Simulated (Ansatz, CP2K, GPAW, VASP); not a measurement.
## Be: programs and potentials compared

```
Be
1.0
     2.28530    0.00000    0.00000
    -1.14265    1.97913    0.00000
     0.00000    0.00000    3.58420
Be
2
Direct
  0.66667 0.33333 0.75000
  0.33333 0.66667 0.25000
```

Alike in all runs: task single point; functional LDA; k mesh 13 × 13 × 8; occupations gaussian, width 0.05 eV; no spin polarisation; no spin-orbit coupling. LDA stands for any of its common fits. Pressure is positive in compression and, in plane waves, holds the error of the finite cutoff.

```tsv
program and potentials	plane-wave cutoff (eV)	notes	pressure (GPa)
CP2K, GTH_POTENTIALS Be GTH-PADE-q4; TZVP-MOLOPT-PBE-GTH basis	-	atomic basis; 4 valence electrons an atom on average	-7.64
VASP, LDA PAW files Be_sv, 520 eV	520	4 valence electrons an atom on average	?
Ansatz, all-electron LAPW, scalar-relativistic	-	-	-8.29
GPAW, the program's PAW data sets (release 1.2.1) made for this functional	800	2 valence electrons an atom on average	-7.02
```

Question: Estimate from the other rows what the run with VASP, LDA PAW files Be_sv, 520 eV gave.

Answer: Pressure -7.78 GPa. The other rows, which needn't bracket it: pressure -8.29 to -7.02.
